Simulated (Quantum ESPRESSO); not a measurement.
The system is KTaO3.

```xyz
5
Lattice="3.9883 0.0000 0.0000 0.0000 3.9883 0.0000 0.0000 0.0000 3.9883" Properties=species:S:1:pos:R:3 pbc="T T T"
Ta    0.0000    0.0000    0.0000
K     1.9942    1.9942    1.9942
O     0.0000    0.0000    1.9942
O     0.0000    1.9942    0.0000
O     1.9942    0.0000    0.0000
```

Base run:

| Item | Value |
| --- | --- |
| Program | Quantum ESPRESSO 7.5 |
| Functional | WC |
| Potentials or basis | GBRV 1.5 PBE |
| Cutoff | 762 eV |
| Density cutoff | 6095 eV |
| k mesh | 6 × 6 × 6, shifted |
| Occupations | fermi-dirac, width 0.05 eV |
| Spin | no spin polarisation |

Its results: pressure 0.8 GPa; electronic dielectric tensor (diagonal) 5.42.

The run is repeated on the same cell with these changes: functional from WC to AM05. What comes out?

Pressure 1.3 GPa; electronic dielectric tensor (diagonal) 5.44.

Caveats: the potentials were made for another functional, which shifts forces and pressure.

Not every run made on this cell is shown here.
